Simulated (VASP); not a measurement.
Set up this calculation in VASP 6.6.1, as the native input.

```yaml
Task: relaxation of cell and atoms
Functional: PBE
Potentials_or_basis: VASP PAW PBE potentials, release 64 (Ga_d, O)
Cutoff: 600 eV
k_mesh: 10 × 10 × 6
Occupations: gaussian, width 0.03 eV
Spin: no spin polarisation
Further_INCAR_settings: ALGO = Normal; EDIFF = 1e-06; IBRION = 2; EDIFFG = -0.01; NSW = 90; ISIF = 3
```

The structure of Ga2O3 lies in POSCAR:

```
Ga2O3
1.0
    6.1070000000     -1.5185500000      0.0000000000
    6.1070000000      1.5185500000      0.0000000000
   -1.3859888959      0.0000000000      5.6300087380
Ga O
4 6
Direct
    0.0905000000      0.0905000000      0.7946000000
    0.9095000000      0.9095000000      0.2054000000
    0.6586600000      0.6586600000      0.3140200000
    0.3413400000      0.3413400000      0.6859800000
    0.1645000000      0.1645000000      0.1098000000
    0.8355000000      0.8355000000      0.8902000000
    0.1733000000      0.1733000000      0.5632000000
    0.8267000000      0.8267000000      0.4368000000
    0.4959000000      0.4959000000      0.2566000000
    0.5041000000      0.5041000000      0.7434000000
```

The input as run:

INCAR

```
ALGO = Normal
EDIFF = 1E-6
EDIFFG = -0.01
ENCUT = 600
GGA = PE
IBRION = 2
ISIF = 3
ISMEAR = 0
KPAR = 4
LASPH = True
LCHARG = False
LREAL = False
LWAVE = False
NELM = 80
NSW = 90
PREC = Accurate
SIGMA = 0.03
```

KPOINTS

```
k-points
0
Gamma
  10 10 6
```

Potentials or basis: VASP PAW PBE potentials, release 64 (Ga_d, O).

Run with:

```bash
$ cat potpaw_PBE.64/Ga_d/POTCAR potpaw_PBE.64/O/POTCAR > POTCAR
$ mpirun -np 4 vasp_std > vasp.out
```

Results of the run:

```json
{
  "Relaxed volume": "10.99 Å³/atom",
  "Relaxed cell": "a = 6.417 Å, b = 6.417 Å, c = 5.883 Å, α = 103.30°, β = 103.30°, γ = 27.83°",
  "Space group after relaxing (to 0.05 Å)": "C2/m (No. 12)",
  "Energy gained by relaxing": "16.0 meV/atom",
  "Ionic steps": "28",
  "Pressure after relaxing": "-0.1 GPa",
  "Largest force after relaxing": "0.007 eV/Å",
  "Band gap on the k mesh": "1.97 eV, indirect (least direct gap 2.00 eV)"
}
```

Wall time 90 min on 4 MPI ranks on Intel(R) Xeon(R) Platinum 8488C (Sapphire Rapids) (shared host), peak memory 1 GiB a rank.
